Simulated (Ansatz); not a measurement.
# Te2Mo (P6_3/mmc) in Ansatz: notebook

Runs on Te2Mo. Level: PBEsol. Tasks: single point.

All numbers are computed with Ansatz 0.2.0; they aren't measurements. Logs are shortened: lines on timing, memory, paths and dates and some standing lists are left out, and cuts for length are marked.

**1. The crystal as given**

The structure is hexagonal, space group P6_3/mmc (No. 194). The conventional cell has a = 3.518 Å, b = 3.518 Å, c = 13.974 Å, α = 90.00°, β = 90.00°, γ = 120.00°. Around Te (site symmetry 3m) lie 3 Mo at 2.72 Å. Around Mo (site symmetry -6m2) lie 6 Te at 2.72 Å.

**2. Single point, PBEsol, 23.47 Å³/atom (volume scaled by 0.94)**

Contents of input.yaml:

```yaml
crystal:
  lattice:
    - [3.4463798477, 0.0, 0.0]
    - [-1.7231899238, 2.9846524992, 0.0]
    - [0.0, 0.0, 13.6883444487]
  atoms:
    - { symbol: Te, position: [0.6666666667, 0.3333333333, 0.379] }
    - { symbol: Te, position: [0.3333333333, 0.6666666667, 0.879] }
    - { symbol: Te, position: [0.6666666667, 0.3333333333, 0.121] }
    - { symbol: Te, position: [0.3333333333, 0.6666666667, 0.621] }
    - { symbol: Mo, position: [0.6666666667, 0.3333333333, 0.75] }
    - { symbol: Mo, position: [0.3333333333, 0.6666666667, 0.25] }
kpoints:
  mp_grid: { grid: [9, 9, 2] }
scf:
  occupations: { method: fermi_dirac, width: 0.05 }
hamiltonian:
  xc: pbesol
  pseudopotentials: { kind: all_electron, lapw: { basis_error: 0.001 } }
output:
  forces: true
  stress: true
  eigenvalues: true
```

Potentials or basis: all-electron LAPW, scalar-relativistic.

Run with:

```
$ ansatz run input.yaml --threads 4 --pin off --max-ram 12288MiB --backend cpu --events-out ev --progress --plain --runs-dir out
```

Output:

```text
Warning: RAYON_NUM_THREADS=4 ignored (pool sized by the plan → 4); use --threads N
LAPW: plane waves up to 8.476 Å⁻¹, error target 1.0e-3 eV per atom; small_component_spin mean_spin; Mo in spheres of 1.310 Å, 30 of its electrons in bands, Dirac shells []; Te in spheres of 1.351 Å, 24 of its electrons in bands, Dirac shells [] (how accurate: hamiltonian.pseudopotentials.lapw.basis_error, Limitations)
Engine: ansatz 0.2.0, aarch64-unknown-linux-gnu
Pseudopotentials: kind: all_electron
Pseudopotential: Te, LAPW, valence charge 24, lapw/all_electron/scalar/gaussian/Te, Koelling and Harmon's equation, gaussian nucleus
Pseudopotential: Mo, LAPW, valence charge 30, lapw/all_electron/scalar/gaussian/Mo, Koelling and Harmon's equation, gaussian nucleus
Functional definition: PBEsol
  exchange = pbesol_x
  correlation = pbesol_c
Crystal: 6 atoms, lattice volume = 140.802 Å³
Basis set: ecut = 273.736218511632 eV, 1465 PW (Γ), exchange–correlation at level 2
Bands: 94, of which v1, the nominal top of the filled ones, is band 78 counted from 1 (77 counted from 0)
Symmetry: 24 space group operations
Space group: P63/mmc (ITA 194), of the structure as read, at distance tolerance 5.2e-5 Å
k-points: 24 of 162
Non-local potential: Te, projectors of the file, none
Non-local potential: Mo, projectors of the file, none
Initial density: superposition of atomic densities (chi_scale 0.1, normalization cell, long waves kept (reshape's long-wave potential 0.03 eV rms))
Initial wavefunctions: plane waves of lowest kinetic energy (no species holds an atomic orbital)
Functional: x = pbesol(κ = 0.804, μ = 0.12345679012345678), c = pbesol(β = 0.046)
iter 1 solved again at ethr=1.20e-3 eV; its pass at ethr=1.00e-1 eV (dr2=1.87e0 eV) is discarded
SCF iter   1: F=—  HF=-959465.219593 eV  |F-HF|=—  |Δ(HF+E_count)|=         —  Δρ=3.30e-2  dr2=1.87e0  ethr=1.20e-3  ⟨swp⟩=2.1  Hψ=14461  notcnv=0
preconditioner: auto → Resta (q_TF=auto, 2.775 Å⁻¹)  ε∞=4.7  [insulator: Δε(μ)=0.700 eV  Ē_g=9.785 eV  σ=0.050 eV  W_gap=1.00  n_scr=54 (ndim 8)  ℏωp=18.8 eV  f_vac=0.052  D(μ)=0.00/eV (n_scr^D=0)  ε∞_Penn≈4.7]
SCF iter   2: F=—  HF=-959464.620693 eV  |F-HF|=—  |Δ(HF+E_count)|=   5.99e-1  Δρ=2.27e-2  dr2=3.97e0  ethr=1.20e-3  ⟨swp⟩=2.6  Hψ=6945  notcnv=0
SCF iter   3: F=—  HF=-959464.147052 eV  |F-HF|=—  |Δ(HF+E_count)|=   4.74e-1  Δρ=1.33e-2  dr2=3.98e-1  ethr=1.20e-3  ⟨swp⟩=2.8  Hψ=6798  notcnv=0
iter 4 solved again at ethr=2.24e-5 eV; its pass at ethr=2.55e-4 eV (dr2=3.50e-2 eV) is discarded
SCF iter   4: F=—  HF=-959464.010794 eV  |F-HF|=—  |Δ(HF+E_count)|=   1.36e-1  Δρ=4.27e-3  dr2=3.51e-2  ethr=2.24e-5  ⟨swp⟩=2.0  Hψ=11513  notcnv=0
SCF iter   5: F=—  HF=-959464.005847 eV  |F-HF|=—  |Δ(HF+E_count)|=         —  Δρ=1.78e-3  dr2=1.05e-2  ethr=2.24e-5  ⟨swp⟩=2.0  Hψ=6540  notcnv=0
the basis was enlarged: its passes take 1011.2 KiB over the memory plan, 4 of 4 planned eigensolver slots
SCF iter   6: F=—  HF=-959464.004998 eV  |F-HF|=—  |Δ(HF+E_count)|=   8.49e-4  Δρ=3.42e-4  dr2=4.59e-4  ethr=6.71e-6  ⟨swp⟩=2.0  Hψ=6525  notcnv=0
SCF iter   7: F=—  HF=-959464.005031 eV  |F-HF|=—  |Δ(HF+E_count)|=   3.30e-5  Δρ=1.59e-4  dr2=1.39e-4  ethr=2.94e-7  ⟨swp⟩=2.0  Hψ=6525  notcnv=0
SCF iter   8: F=—  HF=-959464.005004 eV  |F-HF|=—  |Δ(HF+E_count)|=   2.64e-5  Δρ=5.47e-5  dr2=5.18e-6  ethr=8.92e-8  ⟨swp⟩=2.0  Hψ=6525  notcnv=0
SCF iter   9: F=—  HF=-959464.005006 eV  |F-HF|=—  |Δ(HF+E_count)|=   1.92e-6  Δρ=2.00e-5  dr2=1.06e-6  ethr=3.32e-9  ⟨swp⟩=3.0  Hψ=6614  notcnv=0
SCF iter  10: F=—  HF=-959464.005006 eV  |F-HF|=—  |Δ(HF+E_count)|=   1.64e-7  Δρ=7.23e-6  dr2=1.30e-7  ethr=6.78e-10  ⟨swp⟩=2.9  Hψ=6591  notcnv=0
SCF iter  11: F=—  HF=-959464.005006 eV  |F-HF|=—  |Δ(HF+E_count)|=   6.01e-8  Δρ=6.94e-6  dr2=2.21e-7  ethr=8.31e-11  ⟨swp⟩=3.0  Hψ=6713  notcnv=0
SCF iter  12: F=-959464.005006 eV  HF=-959464.005006 eV  |F-HF|=1.30e-7  |Δ(HF+E_count)|=   2.70e-8  Δρ=4.25e-6  dr2=8.83e-8  ethr=8.31e-11  ⟨swp⟩=2.0  Hψ=6525  notcnv=0
SCF 1 converged in 12 iterations: F = -959464.005006 eV  dr2 = 8.83e-8
SCF converged after 12 iterations
Free energy (F): -959464.005006 eV
Harris-Foulkes:  -959464.005006 eV  (|F-HF|=1.30e-7)
Internal energy: -959464.004955 eV  (E = F + TS)
E sigma→0 (E₀):  -959464.004981 eV
Entropy (-TS):   -0.000051 eV (-0.008 meV/atom)
Fermi energy:    16.277340 eV
--- Per-component energies (eV) ---
  E_band       = -12559.234803
  E_kinetic    = 1008859.465133
  E_xc         = -25478.549344
  E_electrostatic = -1942844.920744  (all electrons and nuclei)
  E_smearing   = -0.000051  (= −TS)
  E_closure    = 0.000000  (closes the sum)
  E_atoms      = -959424.837554  (free atoms, spherical and without spin; not in F)
  Σ components = -959464.005006   (vs F -959464.005006, Δ=0.00e0)
  Basis errors (estimates in eV, not in F): energy 4.0e-4 per atom: plane waves 3.6e-4 (2.0e-4 summed), levels above the bands 2.3e-72, relativity 1.8e-8, radial functions 4.0e-5, core shells 5.5e-7; eigenvalues (radial functions only) 1.2e-6; not estimated: angular momenta, meshes, grids; target (lapw.basis_error) 1.0e-3; muffin-tin radii Mo 1.310 Å, Te 1.351 Å
--- Forces (eV/Å), atoms counted from 1 ---
  atom   1  Te    -0.00000000    -0.00000000     0.83834349
  atom   2  Te     0.00000000     0.00000000     0.83834349
  atom   3  Te    -0.00000000    -0.00000000    -0.83834349
  atom   4  Te     0.00000000     0.00000000    -0.83834349
  atom   5  Mo     0.00000000    -0.00000000     0.00000000
  atom   6  Mo    -0.00000000     0.00000000     0.00000000
  max |Σ_I F_I| component: 6.94e-18 eV/Å
--- Stress (GPa, compression-positive) ---
        5.209734       0.000000       0.000000
        0.000000       5.209734       0.000000
        0.000000       0.000000       7.610067
  P = ⅓ Tr σ = 6.0098 GPa (60.098 kbar)
--- Band table (eV; the first three rows and the last of 24) ---
  k-point 0: bands = ["-359.3607", "-359.3607", "-359.3216", "-359.3216", "-359.3216", "-359.3216", "-201.5083", "-201.5083", "-201.5015", "-201.5015", "-201.5015", "-201.5015", "-201.4733", "-201.4733", "-201.4733", "-201.4733", "-143.1577", "-143.1577", "-143.1577", "-143.1577", "-93.2877", "-93.2877", "-93.2877", "-93.2877", "-93.2877", "-93.2877", "-93.2877", "-93.2877", "-93.2245", "-93.2245", "-93.2245", "-93.2244", "-44.7742", "-44.7742", "-20.7947", "-20.7947", "-20.7942", "-20.7942", "-20.7760", "-20.7760", "-20.7757", "-20.7757", "-20.7279", "-20.7279", "-20.7258", "-20.7258", "-20.7153", "-20.7153", "-20.7134", "-20.7134", "-20.7105", "-20.7086", "-20.6984", "-20.6966", "-19.0174", "-19.0173", "-18.8119", "-18.8119", "-18.8119", "-18.8119", "2.4253", "2.7840", "3.3826", "3.9670", "9.6061", "11.0247", "12.5556", "13.8940", "13.8940", "13.9097", "13.9097", "14.6515", "14.7637", "14.7637", "14.8007", "14.8007", "15.6354", "15.9226", "19.0448", "19.0448", "19.1897", "19.1897", "19.3317", "19.3317", "19.6286", "19.6286", "21.9552", "22.2134", "23.1083", "23.8065", "24.5174", "24.9779", "24.9779", "25.5296"]
  k-point 1: bands = ["-359.3607", "-359.3607", "-359.3216", "-359.3216", "-359.3216", "-359.3216", "-201.5083", "-201.5083", "-201.5015", "-201.5015", "-201.5015", "-201.5015", "-201.4733", "-201.4733", "-201.4733", "-201.4733", "-143.1577", "-143.1577", "-143.1577", "-143.1577", "-93.2877", "-93.2877", "-93.2877", "-93.2877", "-93.2877", "-93.2877", "-93.2877", "-93.2877", "-93.2245", "-93.2245", "-93.2245", "-93.2245", "-44.7742", "-44.7742", "-20.7945", "-20.7945", "-20.7945", "-20.7945", "-20.7758", "-20.7758", "-20.7758", "-20.7758", "-20.7269", "-20.7269", "-20.7269", "-20.7269", "-20.7142", "-20.7142", "-20.7142", "-20.7142", "-20.7096", "-20.7096", "-20.6974", "-20.6974", "-19.0174", "-19.0174", "-18.8119", "-18.8119", "-18.8119", "-18.8119", "2.5621", "2.5621", "3.7122", "3.7122", "10.1542", "10.1542", "13.6846", "13.6846", "13.9017", "13.9017", "13.9017", "13.9017", "14.7823", "14.7823", "14.7823", "14.7823", "15.8433", "15.8433", "19.0879", "19.0879", "19.0879", "19.0879", "19.5086", "19.5086", "19.5086", "19.5086", "22.1378", "22.1378", "23.8801", "23.8801", "24.2506", "24.2506", "25.2164", "25.2164"]
  k-point 2: bands = ["-359.3607", "-359.3607", "-359.3216", "-359.3216", "-359.3216", "-359.3216", "-201.5083", "-201.5083", "-201.5015", "-201.5015", "-201.5015", "-201.5015", "-201.4733", "-201.4733", "-201.4733", "-201.4733", "-143.1577", "-143.1577", "-143.1577", "-143.1577", "-93.2878", "-93.2878", "-93.2878", "-93.2878", "-93.2878", "-93.2878", "-93.2878", "-93.2878", "-93.2245", "-93.2245", "-93.2245", "-93.2244", "-44.7727", "-44.7727", "-20.7930", "-20.7924", "-20.7915", "-20.7910", "-20.7794", "-20.7789", "-20.7729", "-20.7725", "-20.7289", "-20.7288", "-20.7271", "-20.7268", "-20.7196", "-20.7177", "-20.7156", "-20.7136", "-20.7086", "-20.7072", "-20.6965", "-20.6948", "-19.0057", "-19.0056", "-18.8339", "-18.8339", "-18.8158", "-18.8158", "2.6155", "2.9721", "3.5205", "4.0855", "9.8110", "11.2166", "12.4490", "13.4948", "13.5306", "14.0472", "14.0749", "14.1484", "14.5186", "14.5692", "14.7041", "14.7572", "15.7255", "15.8883", "18.4700", "18.5314", "18.5456", "18.6628", "18.8853", "19.1267", "19.2553", "19.4062", "22.5946", "22.9055", "23.1580", "24.1310", "24.5704", "24.6309", "24.9308", "25.4809"]
  k-point 23: bands = ["-359.3607", "-359.3607", "-359.3216", "-359.3216", "-359.3216", "-359.3216", "-201.5083", "-201.5083", "-201.5015", "-201.5015", "-201.5015", "-201.5015", "-201.4733", "-201.4733", "-201.4733", "-201.4733", "-143.1577", "-143.1577", "-143.1577", "-143.1577", "-93.2880", "-93.2880", "-93.2880", "-93.2880", "-93.2880", "-93.2880", "-93.2880", "-93.2880", "-93.2245", "-93.2245", "-93.2244", "-93.2244", "-44.7598", "-44.7598", "-20.8089", "-20.8089", "-20.7789", "-20.7789", "-20.7605", "-20.7605", "-20.7600", "-20.7600", "-20.7467", "-20.7467", "-20.7315", "-20.7315", "-20.7217", "-20.7217", "-20.7212", "-20.7212", "-20.7010", "-20.7010", "-20.6807", "-20.6807", "-18.9657", "-18.9657", "-18.9074", "-18.9074", "-18.9046", "-18.9046", "5.2450", "5.2450", "5.4387", "5.4387", "10.7279", "10.7279", "10.9435", "10.9435", "11.5613", "11.5613", "12.0495", "12.0495", "13.0492", "13.0492", "13.8255", "13.8255", "15.5904", "15.5904", "16.9146", "16.9146", "17.5262", "17.5262", "18.4669", "18.4669", "19.7784", "19.7784", "20.9824", "20.9824", "21.9827", "21.9827", "23.3583", "23.3583", "24.8352", "24.8352"]
```

It took 31 s on 4 threads of Arm Neoverse V1, shared host; peak memory 0.99 GiB.

Results:

- Free energy: -959464.0050 eV
- Pressure: 6.0 GPa
- Largest force: 0.838 eV/Å
- Band gap on the k mesh: 0.72 eV, indirect (least direct gap 1.13 eV)

Caveat: spin-orbit coupling is left out, which moves the levels of the heavy elements; an odd mesh through Γ misses points on the zone boundary, where band edges often lie; this functional lacks dispersion, which binds the layers, so the pressure and a relaxed spacing across them are unreliable.

**3. Single point, PBEsol, 23.97 Å³/atom (volume scaled by 0.96)**

Changes to input.yaml since step 2:

```diff
@@ -2,5 +2,5 @@
   lattice:
-    - [3.4463798477, 0.0, 0.0]
-    - [-1.7231899238, 2.9846524992, 0.0]
-    - [0.0, 0.0, 13.6883444487]
+    - [3.470650928, 0.0, 0.0]
+    - [-1.735325464, 3.0056718713, 0.0]
+    - [0.0, 0.0, 13.7847444167]
   atoms:
```

Potentials or basis: all-electron LAPW, scalar-relativistic.

Run with:

```
$ ansatz run input.yaml --threads 4 --pin off --max-ram 12288MiB --backend cpu --events-out ev --progress --plain --runs-dir out
```

Run time: 33 s. Hardware: 4 threads of Arm Neoverse V1, shared host; peak memory 0.98 GiB.

The run converged. Its results:

```yaml
Free_energy: -959464.0922 eV
Pressure: 3.4 GPa
Largest_force: 0.504 eV/Å
Band_gap_on_the_k_mesh: 0.74 eV, indirect (least direct gap 1.10 eV)
```

Caveat: spin-orbit coupling is left out, which moves the levels of the heavy elements; an odd mesh through Γ misses points on the zone boundary, where band edges often lie; this functional lacks dispersion, which binds the layers, so the pressure and a relaxed spacing across them are unreliable.

**4. Single point, PBEsol, 24.47 Å³/atom (volume scaled by 0.98)**

Changes to input.yaml since step 3:

```diff
@@ -2,5 +2,5 @@
   lattice:
-    - [3.470650928, 0.0, 0.0]
-    - [-1.735325464, 3.0056718713, 0.0]
-    - [0.0, 0.0, 13.7847444167]
+    - [3.494587208, 0.0, 0.0]
+    - [-1.747293604, 3.0264012979, 0.0]
+    - [0.0, 0.0, 13.8798146239]
   atoms:
```

Run with:

```
$ ansatz run input.yaml --threads 4 --pin off --max-ram 12288MiB --backend cpu --events-out ev --progress --plain --runs-dir out
```

Wall time 31 s (4 threads of Arm Neoverse V1, shared host); peak memory 0.98 GiB.

It converged, with:

```yaml
Free_energy: -959464.1327 eV
Pressure: 1.0 GPa
Largest_force: 0.195 eV/Å
Band_gap_on_the_k_mesh: 0.75 eV, indirect (least direct gap 1.07 eV)
```

Caveat: spin-orbit coupling is left out, which moves the levels of the heavy elements; an odd mesh through Γ misses points on the zone boundary, where band edges often lie; this functional lacks dispersion, which binds the layers, so the pressure and a relaxed spacing across them are unreliable.

**5. Single point, PBEsol, 24.96 Å³/atom**

Changes to input.yaml since step 4:

```diff
@@ -2,5 +2,5 @@
   lattice:
-    - [3.494587208, 0.0, 0.0]
-    - [-1.747293604, 3.0264012979, 0.0]
-    - [0.0, 0.0, 13.8798146239]
+    - [3.5182, 0.0, 0.0]
+    - [-1.7591, 3.0468505756, 0.0]
+    - [0.0, 0.0, 13.9736]
   atoms:
```

Run with:

```
$ ansatz run input.yaml --threads 4 --pin off --max-ram 12288MiB --backend cpu --events-out ev --progress --plain --runs-dir out
```

Wall time 24 s (4 threads of Arm Neoverse V1, shared host); peak memory 0.99 GiB.

The run converged. Its results:

```
Free energy            : -959464.1315 eV
Pressure               : -1.1 GPa
Largest force          : 0.090 eV/Å
Band gap on the k mesh : 0.76 eV, indirect (least direct gap 1.04 eV)
```

Caveat: spin-orbit coupling is left out, which moves the levels of the heavy elements; an odd mesh through Γ misses points on the zone boundary, where band edges often lie; this functional lacks dispersion, which binds the layers, so the pressure and a relaxed spacing across them are unreliable.

**6. Single point, PBEsol, 25.46 Å³/atom (volume scaled by 1.02)**

Changes to input.yaml since step 5:

```diff
@@ -2,5 +2,5 @@
   lattice:
-    - [3.5182, 0.0, 0.0]
-    - [-1.7591, 3.0468505756, 0.0]
-    - [0.0, 0.0, 13.9736]
+    - [3.5415000168, 0.0, 0.0]
+    - [-1.7707500084, 3.067028982, 0.0]
+    - [0.0, 0.0, 14.0661430943]
   atoms:
```

Potentials or basis: all-electron LAPW, scalar-relativistic.

Run with:

```
$ ansatz run input.yaml --threads 4 --pin off --max-ram 12288MiB --backend cpu --events-out ev --progress --plain --runs-dir out
```

Wall time 25 s (4 threads of Arm Neoverse V1, shared host); peak memory 0.99 GiB.

Results (log left out):

| Quantity | Value |
| --- | --- |
| Free energy | -959464.0931 eV |
| Pressure | -3.0 GPa |
| Largest force | 0.353 eV/Å |
| Band gap on the k mesh | 0.77 eV, indirect (least direct gap 1.01 eV) |

Caveat: spin-orbit coupling is left out, which moves the levels of the heavy elements; an odd mesh through Γ misses points on the zone boundary, where band edges often lie; this functional lacks dispersion, which binds the layers, so the pressure and a relaxed spacing across them are unreliable.

**7. Single point, PBEsol, 25.96 Å³/atom (volume scaled by 1.04)**

Changes to input.yaml since step 6:

```diff
@@ -2,5 +2,5 @@
   lattice:
-    - [3.5415000168, 0.0, 0.0]
-    - [-1.7707500084, 3.067028982, 0.0]
-    - [0.0, 0.0, 14.0661430943]
+    - [3.5644974145, 0.0, 0.0]
+    - [-1.7822487073, 3.0869453127, 0.0]
+    - [0.0, 0.0, 14.1574842452]
   atoms:
```

Run with:

```
$ ansatz run input.yaml --threads 4 --pin off --max-ram 12288MiB --backend cpu --events-out ev --progress --plain --runs-dir out
```

Run time: 24 s. Hardware: 4 threads of Arm Neoverse V1, shared host; peak memory 0.99 GiB.

The run converged. Its results:

```
Free energy            : -959464.0213 eV
Pressure               : -4.7 GPa
Largest force          : 0.596 eV/Å
Band gap on the k mesh : 0.78 eV, indirect (least direct gap 0.98 eV)
```

Caveat: spin-orbit coupling is left out, which moves the levels of the heavy elements; an odd mesh through Γ misses points on the zone boundary, where band edges often lie; this functional lacks dispersion, which binds the layers, so the pressure and a relaxed spacing across them are unreliable.

**8. Single point, PBEsol, 26.46 Å³/atom (volume scaled by 1.06)**

Changes to input.yaml since step 7:

```diff
@@ -2,5 +2,5 @@
   lattice:
-    - [3.5644974145, 0.0, 0.0]
-    - [-1.7822487073, 3.0869453127, 0.0]
-    - [0.0, 0.0, 14.1574842452]
+    - [3.5872018318, 0.0, 0.0]
+    - [-1.7936009159, 3.1066079149, 0.0]
+    - [0.0, 0.0, 14.2476617354]
   atoms:
```

Run with:

```
$ ansatz run input.yaml --threads 4 --pin off --max-ram 12288MiB --backend cpu --events-out ev --progress --plain --runs-dir out
```

Run time: 25 s. Hardware: 4 threads of Arm Neoverse V1, shared host; peak memory 0.99 GiB.

The run converged. Its results:

| Quantity | Value |
| --- | --- |
| Free energy | -959463.9197 eV |
| Pressure | -6.2 GPa |
| Largest force | 0.820 eV/Å |
| Band gap on the k mesh | 0.79 eV, indirect (least direct gap 0.96 eV) |

Caveat: spin-orbit coupling is left out, which moves the levels of the heavy elements; an odd mesh through Γ misses points on the zone boundary, where band edges often lie; this functional lacks dispersion, which binds the layers, so the pressure and a relaxed spacing across them are unreliable.

**9. For comparison**

An earlier run on the cell as given: functional PBEsol; potentials or basis all-electron LAPW, scalar-relativistic; cutoff 261 eV (chosen from the basis error); basis error allowed 0.001 eV/atom; k mesh 9 × 9 × 2; occupations fermi-dirac, width 0.05 eV; no spin polarisation.

- Pressure: -1.1 GPa
- Largest force: 0.090 eV/Å
- Band gap on the k mesh: 0.76 eV, indirect (least direct gap 1.04 eV)
